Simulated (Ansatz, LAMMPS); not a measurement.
# Amorphous TiO2 at 3.19 g/cm^3 (84 atoms): geometry optimisation, part 3 of 4

Wanted: the relaxed structure of amorphous TiO2 at 3.19 g/cm^3 (84 atoms) and its electronic structure.

Ansatz 0.2.0; Kohn-Sham DFT, PBE, PAW (set soft_2), plane waves.

The cell: 28 Ti and 56 O. The quench rate of 50 K/ps is orders of magnitude faster than experiment. The network of bonds at the start is that of the classical potential that made the cell. Only the Γ point is sampled in the main run, in a cell whose shortest periodic width is 11 Å.

So far. Step 4 (Relaxation): The relaxation changed the energy by -48.9 meV/atom, and atoms moved by 0.35 Å r.m.s., 1.1 Å at most.

## 6. Single point at the relaxed geometry

One more single point at the end of the walk gives the fuller output and checks the residual forces.

The input, input.yaml:

```yaml
crystal:
  lattice:
    - [10.5139, 0.0, 0.0]
    - [0.0, 10.5139, 0.0]
    - [0.0, 0.0, 10.5139]
  atoms:
    - { symbol: Ti, position: [0.28929, 0.60558, 0.93142] }
    - { symbol: Ti, position: [0.09105, 0.85173, 0.24681] }
    - { symbol: Ti, position: [0.3124, 0.12004, 0.24668] }
    - { symbol: Ti, position: [0.98857, 0.99047, 0.52091] }
    - { symbol: Ti, position: [0.15587, 0.33583, 0.42943] }
    - { symbol: Ti, position: [0.2282, 0.60229, 0.43653] }
    - { symbol: Ti, position: [0.52364, 0.76127, 0.2516] }
    - { symbol: Ti, position: [0.91534, 0.49271, 0.56002] }
    - { symbol: Ti, position: [0.51904, 0.53289, 0.76144] }
    - { symbol: Ti, position: [0.79775, 0.20214, 0.67186] }
    - { symbol: Ti, position: [0.26934, 0.30759, 0.03045] }
    - { symbol: Ti, position: [0.51755, 0.15233, 0.88436] }
    - { symbol: Ti, position: [0.45902, 0.44837, 0.22106] }
    - { symbol: Ti, position: [0.59816, 0.34016, 0.51879] }
    - { symbol: Ti, position: [0.73169, 0.47301, 0.00387] }
    - { symbol: Ti, position: [0.96374, 0.95666, 0.94197] }
    - { symbol: Ti, position: [0.31243, 0.32132, 0.73116] }
    - { symbol: Ti, position: [0.58418, 0.01665, 0.42968] }
    - { symbol: Ti, position: [0.83734, 0.63506, 0.28144] }
    - { symbol: Ti, position: [0.26901, 0.99634, 0.72054] }
    - { symbol: Ti, position: [0.48067, 0.77662, 0.57718] }
    - { symbol: Ti, position: [0.76383, 0.89295, 0.70481] }
    - { symbol: Ti, position: [0.50453, 0.82734, 0.93085] }
    - { symbol: Ti, position: [0.73255, 0.06958, 0.13956] }
    - { symbol: Ti, position: [0.94924, 0.6528, 0.85976] }
    - { symbol: Ti, position: [0.93853, 0.33497, 0.19267] }
    - { symbol: Ti, position: [0.25341, 0.94732, 0.01633] }
    - { symbol: Ti, position: [0.0021, 0.28967, 0.90617] }
    - { symbol: O, position: [0.64584, 0.84858, 0.83686] }
    - { symbol: O, position: [0.85295, 0.60395, 0.45335] }
    - { symbol: O, position: [0.82655, 0.9596, 0.04591] }
    - { symbol: O, position: [0.49055, 0.84507, 0.40622] }
    - { symbol: O, position: [0.1637, 0.97008, 0.85765] }
    - { symbol: O, position: [0.5888, 0.45713, 0.11184] }
    - { symbol: O, position: [0.98916, 0.12904, 0.93969] }
    - { symbol: O, position: [0.6288, 0.91618, 0.58515] }
    - { symbol: O, position: [0.33188, 0.50413, 0.78486] }
    - { symbol: O, position: [0.3737, 0.28949, 0.18397] }
    - { symbol: O, position: [0.11209, 0.61674, 0.90494] }
    - { symbol: O, position: [0.09275, 0.51829, 0.51856] }
    - { symbol: O, position: [0.82624, 0.61709, 0.97563] }
    - { symbol: O, position: [0.26043, 0.1301, 0.05985] }
    - { symbol: O, position: [0.01948, 0.96393, 0.3501] }
    - { symbol: O, position: [0.41526, 0.29134, 0.9141] }
    - { symbol: O, position: [0.41892, 0.9891, 0.91443] }
    - { symbol: O, position: [0.20903, 0.30938, 0.59608] }
    - { symbol: O, position: [0.44406, 0.08706, 0.35316] }
    - { symbol: O, position: [0.14833, 0.99796, 0.59912] }
    - { symbol: O, position: [0.9922, 0.35212, 0.36141] }
    - { symbol: O, position: [0.85579, 0.35161, 0.99339] }
    - { symbol: O, position: [0.9198, 0.82179, 0.82925] }
    - { symbol: O, position: [0.26743, 0.4478, 0.35563] }
    - { symbol: O, position: [0.63896, 0.19518, 0.77285] }
    - { symbol: O, position: [0.68004, 0.69896, 0.2715] }
    - { symbol: O, position: [0.83871, 0.48218, 0.19668] }
    - { symbol: O, position: [0.19417, 0.18462, 0.34965] }
    - { symbol: O, position: [0.82358, 0.03983, 0.76019] }
    - { symbol: O, position: [0.76418, 0.37721, 0.56997] }
    - { symbol: O, position: [0.42493, 0.62304, 0.25048] }
    - { symbol: O, position: [0.68616, 0.99741, 0.296] }
    - { symbol: O, position: [0.65004, 0.46451, 0.85016] }
    - { symbol: O, position: [0.62944, 0.17085, 0.51499] }
    - { symbol: O, position: [0.60787, 0.13216, 0.03672] }
    - { symbol: O, position: [0.83952, 0.19366, 0.19431] }
    - { symbol: O, position: [0.36319, 0.14634, 0.72464] }
    - { symbol: O, position: [0.17835, 0.31388, 0.86147] }
    - { symbol: O, position: [0.91086, 0.57168, 0.711] }
    - { symbol: O, position: [0.07599, 0.89507, 0.06346] }
    - { symbol: O, position: [0.89593, 0.13514, 0.54008] }
    - { symbol: O, position: [0.48002, 0.38438, 0.64518] }
    - { symbol: O, position: [0.26123, 0.94552, 0.20489] }
    - { symbol: O, position: [0.54655, 0.40182, 0.36797] }
    - { symbol: O, position: [0.30691, 0.78154, 0.98764] }
    - { symbol: O, position: [0.30832, 0.48912, 0.05548] }
    - { symbol: O, position: [0.47366, 0.65283, 0.8912] }
    - { symbol: O, position: [0.89009, 0.8634, 0.57722] }
    - { symbol: O, position: [0.35429, 0.65956, 0.53425] }
    - { symbol: O, position: [0.58042, 0.64948, 0.64777] }
    - { symbol: O, position: [0.08464, 0.33081, 0.0889] }
    - { symbol: O, position: [0.17617, 0.73296, 0.34203] }
    - { symbol: O, position: [0.95457, 0.74005, 0.22173] }
    - { symbol: O, position: [0.54368, 0.84256, 0.09829] }
    - { symbol: O, position: [0.92336, 0.29402, 0.7471] }
    - { symbol: O, position: [0.38114, 0.86311, 0.68851] }
kpoints:
  mp_grid: { grid: [1, 1, 1] }
hamiltonian:
  xc: pbe
scf:
  occupations: { method: fermi_dirac, width: 0.025 }
output:
  forces: true
  stress: true
  populations: true
  dos:
    method: { smearing: { sigma: 0.08 } }
    de: 0.05
    projected: { site_lists: { O: [O], Ti: [Ti] } }
  eigenvalues: true
  write_density: true
  write_potential: true
  volumetric_format: npy
```

Launch:

```bash
ansatz run input.yaml --threads 4 --pin off --max-ram 8192MiB --backend cpu --events-out ev --progress --plain --runs-dir out
```

Numbers of over 12 decimals in the logs are rounded to 6 here.

Log:

```text
[...]
Crystal: 84 atoms, lattice volume = 1162.229 Å³
Basis set: ecut = 420 eV, 22743 PW (Γ), exchange–correlation on 144×144×144 points (8 copies of the dense FFT grid, shifted against one another)
Bands: 420, of which v1, the nominal top of the filled ones, is band 336 counted from 1 (335 counted from 0)
Symmetry: 1 space group operations
[...]
k-points: 1
[...]
SCF iter   1: F=—  HF=-101876.513150 eV  |F-HF|=—  |Δ(HF+E_count)|=         —  Δρ=4.24e-3  dr2=2.70e-1  ethr=1.77e-3  ⟨swp⟩=5.0  Hψ=1549  notcnv=0  defer=35
[...]
SCF iter  13: F=-101876.493547 eV  HF=-101876.493547 eV  |F-HF|=2.05e-9  |Δ(HF+E_count)|=   4.25e-8  Δρ=1.29e-6  dr2=2.44e-8  ethr=1.49e-11  ⟨swp⟩=14.0  Hψ=2759  notcnv=0
SCF 1 converged in 13 iterations: F = -101876.493547 eV  dr2 = 2.44e-8
[...]
SCF converged after 13 iterations
Free energy (F): -101876.493547 eV
[...]
Internal energy: -101876.493547 eV  (E = F + TS)
E sigma→0 (E₀):  -101876.493547 eV
Fermi energy:    6.236084 eV
[...]
--- Forces (eV/Å), atoms counted from 1 ---
  atom   1  Ti    -0.00081629     0.01254772    -0.01065807
  atom   2  Ti    -0.00427990    -0.00619425    -0.03431497
  atom   3  Ti     0.00862680    -0.01232788     0.00419328
  atom   4  Ti    -0.00858745     0.00402080    -0.00398767
  atom   5  Ti     0.01096764     0.01804193    -0.00653980
  atom   6  Ti     0.00652921    -0.01095592     0.01655300
  atom   7  Ti    -0.00266898     0.01198407    -0.00297621
  atom   8  Ti     0.00360448     0.00105696     0.02343382
  atom   9  Ti    -0.01273560     0.00624508     0.00160219
  atom  10  Ti     0.01670637    -0.02154380     0.00034503
  atom  11  Ti    -0.02304761    -0.00625395     0.01310354
  atom  12  Ti    -0.02805679    -0.01012286     0.00656086
  atom  13  Ti     0.01200873    -0.00517145    -0.00046712
  atom  14  Ti    -0.02395218    -0.00386909    -0.01032874
[...]
atom  83  O      0.01450725     0.02116526     0.00386155
  atom  84  O     -0.01346801     0.00126899    -0.00266887
  max |Σ_I F_I| component: 5.52e-5 eV/Å
--- Stress (GPa, compression-positive) ---
       -2.027485      -1.359446       0.744715
       -1.359446       2.250752       0.329321
        0.744715       0.329321      -0.072429
  P = ⅓ Tr σ = 0.0503 GPa (0.503 kbar)
--- Band table (eV) ---
[...]
--- Löwdin populations: 84 sites ---
  site symbol       q [e]
     0     Ti     10.6374
     1     Ti     10.6487
     2     Ti     10.6606
[...]
83      O      6.6331
  spilling = 0.003460 (of n_electrons = 672.000000)
```

Run time: 20 s. Hardware: 4 threads of Arm Neoverse V2, shared host; peak memory 1.6 GiB; 77 s of CPU time.

Read from the output:

```
free energy                                      : -101876.4935 eV
free energy per atom                             : -1212.8154 eV/atom
SCF cycles                                       : 13
pressure                                         : 0.05028 GPa
r.m.s. force component                           : 0.01037 eV/Å
longest force                                    : 0.03513 eV/Å
Fermi energy                                     : 6.236 eV
gap (highest filled to lowest empty level) : 2.793 eV
spilling of the projection                       : 0.00346
```

Löwdin charges by element and coordination (they lack the spilled electrons, 0.028 e an atom on average):

| element | coordination | atoms | mean charge (e) | spread | least | most |
| --- | --- | --- | --- | --- | --- | --- |
| O | all | 56 | -0.628 | 0.0464 | -0.721 | -0.509 |
| O | 2 | 30 | -0.596 | 0.0308 | -0.654 | -0.509 |
| O | 3 | 25 | -0.663 | 0.0288 | -0.719 | -0.588 |
| O | 4 | 1 | -0.721 | 0 | -0.721 | -0.721 |
| Ti | all | 28 | 1.34 | 0.0143 | 1.31 | 1.37 |
| Ti | 4 | 7 | 1.34 | 0.0131 | 1.32 | 1.37 |
| Ti | 5 | 15 | 1.34 | 0.0156 | 1.31 | 1.36 |
| Ti | 6 | 6 | 1.34 | 0.0103 | 1.32 | 1.35 |

States in the cell by windows of 0.5 eV, zero at the Fermi level; the larger projections on atomic orbitals stand beside the total:

| from (eV) | to (eV) | total | O p | Ti d |
| --- | --- | --- | --- | --- |
| -10 | -6 | 0.0 | 0.0 | 0.0 |
| -6 | -5.5 | 10.4 | 7.3 | 2.3 |
| -5.5 | -5 | 36.7 | 25.5 | 9.4 |
| -5 | -4.5 | 59.3 | 41.5 | 15.4 |
| -4.5 | -4 | 46.2 | 34.7 | 9.8 |
| -4 | -3.5 | 34.2 | 26.9 | 6.1 |
| -3.5 | -3 | 34.3 | 28.0 | 5.3 |
| -3 | -2.5 | 41.8 | 36.1 | 4.7 |
| -2.5 | -2 | 41.5 | 37.5 | 3.1 |
| -2 | -1.5 | 29.0 | 27.1 | 1.4 |
| -1.5 | -1 | 2.6 | 2.4 | 0.2 |
| -1 | 1 | 0.0 | 0.0 | 0.0 |
| 1 | 1.5 | 5.2 | 0.4 | 4.7 |
| 1.5 | 2 | 37.7 | 3.0 | 33.5 |
| 2 | 2.5 | 37.1 | 4.6 | 30.8 |
| 2.5 | 3 | 36.6 | 6.0 | 28.3 |

Between -26 and -10 eV lie 112 more states.

The stored curve holds about 448 of the 672 electrons; the rest, give or take the few that broadening carries across the Fermi level, lie in deeper levels below its range.

The levels nearest the highest filled one (over half full), pooled over k-points and spins:

| level less the highest filled one (eV) | occupation |
| --- | --- |
| -0.321 | 2 |
| -0.311 | 2 |
| -0.186 | 2 |
| -0.168 | 2 |
| -0.148 | 2 |
| 0 | 2 |
| 2.79 | 0 |
| 2.86 | 0 |
| 2.92 | 0 |
| 2.94 | 0 |
| 2.97 | 0 |
| 2.99 | 0 |

Valence density in the ac plane at fractional y = 0.308, with atoms of Ti and O within 0.2 Å of it. It is the smooth field of the valence electrons, not physical close to the nuclei.

Ten even steps from '_' (0.0 e/Å³) to '@' (8.9 e/Å³), each cell a mean:
```
::..__________::--..__..::..____________________..::::..__..
%%++..__......________--**++..__________________________::**
%%++....--**==..______::++==..__________________________::**
::..__..==**++..________..________________________________::
________..::..__......________________________________::::..
______________..==%%**::____________________________::****::
______________..**@@##::____________________________::====..
______________..::==--________________________________....__
__________::==--..__________________________________________
________..==##++..____________________________..____________
__________::--::________________..==++::______..____________
__________..____________________::**##==____________________
______::====..____________________::--..____________________
______--%%##--______________________________________________
::..__..====..____________________________________________::
::..____________________________________________________..::
..________________________________________________________..
______________________________________________________......
____________________::==::__________________________..++##==
..________________..==**==..________________________..**%%++
__..::::____________::::..____________________________::::..
__--++++..____::::..________________________________________
__..----..__::##@@++..______________________________________
____________::##@@**..__________________________..::::..____
```
Columns run along a (10.5 Å), rows up along c (10.5 Å). Atoms in or near the plane, at fractional coordinates: Ti at (0.27, 0.03), Ti at (0.31, 0.73), Ti at (0.00, 0.91), O at (0.37, 0.18), O at (0.42, 0.91), O at (0.21, 0.60), O at (0.18, 0.86), O at (0.92, 0.75).

Electrostatic potential energy in the ac plane at fractional y = 0.308, with atoms of Ti and O within 0.2 Å of it. With pseudopotentials it is smooth inside the atoms' cores, unlike the true potential.

Ten even steps from '_' (-34 eV) to '@' (12 eV), each cell a mean:
```
::==**%%%%##++::..--****==**%%@@@@@@@@@@@@@@@@@@##----**++--
____==####++**########::____**@@@@@@@@@@@@@@@@@@@@%%%%**::__
____==**..__..**%%%%%%--__..**@@@@@@@@@@@@@@@@@@@@@@%%**::__
::--**##..____++%%%%%%##**##@@@@@@@@@@@@@@@@@@@@@@@@@@%%++--
####%%@@##==++**==--==**%%@@@@@@@@@@@@@@@@@@@@@@@@@@%%====**
@@@@@@@@@@@@##==______::**%%@@@@@@@@@@@@@@@@@@@@@@%%--____--
@@@@@@@@@@@@##--______::**%%@@@@@@@@@@@@@@@@%%%%%%%%==__..++
@@@@@@@@@@%%##++::..::==##%%@@@@@@@@@@@@@@%%%%####%%%%####@@
@@@@@@@@%%--..::******%%%%@@%%%%%%%%%%%%%%%%%%%%%%%%%%@@@@@@
@@@@@@@@##______**%%@@@@@@@@@@%%##++==**##%%####%%%%@@@@@@@@
@@@@@@%%##--..--%%@@@@@@@@@@%%##--..__::++%%####%%@@@@@@@@@@
@@%%%%**++++**%%@@@@@@@@@@@@%%**::____..==%%@@@@@@@@@@@@@@@@
@@%%**--....--**%%@@@@@@@@@@%%##==::..--**%%@@@@@@@@@@@@@@@@
%%%%++..____..++%%@@@@@@@@@@@@%%%%****##%%@@@@@@@@@@@@@@@@@@
--****--....--**%%@@@@@@@@@@@@@@@@@@@@@@@@@@@@@@@@@@@@@@%%==
::**%%##++**##%%@@@@@@@@@@@@@@@@@@@@@@@@@@@@@@@@@@@@@@@@##--
##%%@@@@%%%%@@@@@@@@@@@@@@@@@@@@@@@@@@@@@@@@@@@@@@@@%%%%####
##%%@@@@@@@@@@@@@@@@@@%%%%@@@@@@@@@@@@@@@@@@@@@@@@%%**==--==
==##@@@@@@@@@@@@@@%%--..--%%@@@@@@@@@@@@@@@@@@@@@@##--..__..
--##%%@@@@@@@@@@@@**..____##@@@@@@@@@@@@@@@@@@@@@@##--______
****--==%%@@%%######==--++@@@@@@@@@@@@@@@@@@@@@@@@%%++--::--
##::____++##++--::--**%%@@@@@@@@@@@@@@@@@@@@@@@@@@@@%%######
%%++..::****::______--##@@@@@@@@@@@@@@@@@@@@@@@@@@%%##%%%%%%
######%%%%**::______--##@@@@@@@@@@@@@@@@@@@@@@@@##----**%%##
```
Columns run along a (10.5 Å; values clipped at the 3rd and 97th percentile), rows up along c (10.5 Å). Atoms in or near the plane, at fractional coordinates: Ti at (0.27, 0.03), Ti at (0.31, 0.73), Ti at (0.00, 0.91), O at (0.37, 0.18), O at (0.42, 0.91), O at (0.21, 0.60), O at (0.18, 0.86), O at (0.92, 0.75).

Mean Löwdin charges: O -0.63, Ti +1.34 e (they miss 0.35 % of the electrons, so they add up to more than the cell's charge). The largest share in the top eV of filled states is O p (93 % of the projected weight), and in the lowest eV of empty states Ti d (88 % of the projected weight).

A closer look about Ti11, which has 6 bonded neighbours where the commonest count for Ti is 5: 8 atoms, nearest first, numbered in the order of the input, with positions taken from that point.

| atom | x | y | z | distance (Å) | bonds | Löwdin charge (e) |
| --- | --- | --- | --- | --- | --- | --- |
| Ti11 | 0.00 | 0.00 | 0.00 | 0.00 | 6 | 1.35 |
| O42 | -0.09 | -1.87 | 0.31 | 1.89 | 3 | -0.67 |
| O38 | 1.10 | -0.19 | 1.61 | 1.96 | 3 | -0.65 |
| O44 | 1.53 | -0.17 | -1.22 | 1.97 | 3 | -0.64 |
| O74 | 0.41 | 1.91 | 0.26 | 1.97 | 3 | -0.63 |
| O66 | -0.96 | 0.07 | -1.78 | 2.02 | 3 | -0.68 |
| O79 | -1.94 | 0.24 | 0.61 | 2.05 | 3 | -0.71 |
| Ti3 | 0.45 | -1.97 | 2.27 | 3.04 | 5 | 1.34 |

The column of bonds counts only the pairs O-Ti within 2.73 Å; other neighbours, such as metal atoms beside each other in a compound, aren't counted, and periodic images can show an atom twice.

## 7. K-mesh 2×2×2

A denser mesh tests the sampling of the Brillouin zone.

Changes to input.yaml since step 6:

```diff
@@ -8,3 +8,3 @@
 kpoints:
-  mp_grid: { grid: [1, 1, 1] }
+  mp_grid: { grid: [2, 2, 2] }
 hamiltonian:
@@ -22,4 +22 @@
   eigenvalues: true
-  write_density: true
-  write_potential: true
-  volumetric_format: npy
```

Log:

```text
[...]
Crystal: 84 atoms, lattice volume = 1162.229 Å³
Basis set: ecut = 420 eV, 22743 PW (Γ), exchange–correlation on 144×144×144 points (8 copies of the dense FFT grid, shifted against one another)
Bands: 420, of which v1, the nominal top of the filled ones, is band 336 counted from 1 (335 counted from 0)
Symmetry: 1 space group operations
[...]
k-points: 8
[...]
SCF iter   1: F=—  HF=-101876.554603 eV  |F-HF|=—  |Δ(HF+E_count)|=         —  Δρ=4.23e-3  dr2=2.70e-1  ethr=1.77e-3  ⟨swp⟩=5.0  Hψ=12427  notcnv=0  defer=259
[...]
SCF iter  12: F=—  HF=-101876.534417 eV  |F-HF|=—  |Δ(HF+E_count)|=   1.05e-7  Δρ=2.56e-6  dr2=1.02e-7  ethr=5.32e-11  ⟨swp⟩=2.0  Hψ=4758  notcnv=0  defer=583
SCF iter  13: F=-101876.534417 eV  HF=-101876.534417 eV  |F-HF|=3.64e-9  |Δ(HF+E_count)|=   5.27e-8  Δρ=1.36e-6  dr2=2.66e-8  ethr=1.49e-11  ⟨swp⟩=10.2  Hψ=13398  notcnv=0
SCF 1 converged in 13 iterations: F = -101876.534417 eV  dr2 = 2.66e-8
[...]
SCF converged after 13 iterations
Free energy (F): -101876.534417 eV
[...]
Internal energy: -101876.534417 eV  (E = F + TS)
E sigma→0 (E₀):  -101876.534417 eV
Fermi energy:    6.241512 eV
[...]
Σ components = -101876.534417   (vs F -101876.534417, Δ=0.00e0)
--- Forces (eV/Å), atoms counted from 1 ---
  atom   1  Ti    -0.04137251     0.00136808    -0.05848320
  atom   2  Ti    -0.00368106     0.00683269    -0.02227194
  atom   3  Ti     0.00899927    -0.01674676    -0.00250408
  atom   4  Ti    -0.00787003     0.00147522    -0.01445112
[...]
atom  84  O     -0.00602062     0.01613094     0.01392680
  max |Σ_I F_I| component: 5.23e-5 eV/Å
--- Stress (GPa, compression-positive) ---
       -2.026316      -1.359449       0.749207
       -1.359449       2.207301       0.329923
        0.749207       0.329923      -0.070049
  P = ⅓ Tr σ = 0.0370 GPa (0.370 kbar)
--- Band table (eV; the first three rows and the last of 8) ---
[...]
--- Löwdin populations: 84 sites ---
  site symbol       q [e]
     0     Ti     10.6366
     1     Ti     10.6486
     2     Ti     10.6604
[...]
83      O      6.6336
  spilling = 0.003455 (of n_electrons = 672.000000)
```

The job ended after 3 min (4 threads; peak memory 6.1 GiB; 12 min of CPU time).

The program notes that it cut back its work space to fit the memory limit.

Geometry and reference: those of the single point at the relaxed geometry.

Forces differ from those of the single point at the relaxed geometry by 15 meV/Å r.m.s.; the energy by -0.49 meV/atom and the gap by -0.0077 eV. It took 3 min and 13 cycles; the reference's time can't be set against it, since the two runs asked for unlike analyses.

(Continued in part 4 of 4.)

[Logs are printed without paths, hosts, clocks, repeated set-up lines and the standing remarks that a program may print on its own settings, such as how far it seeks lower states.]

[Hosts, paths, dates, database ids (printed as entryN), source tags and the programs' standing remarks are cut or masked in the printed files.]
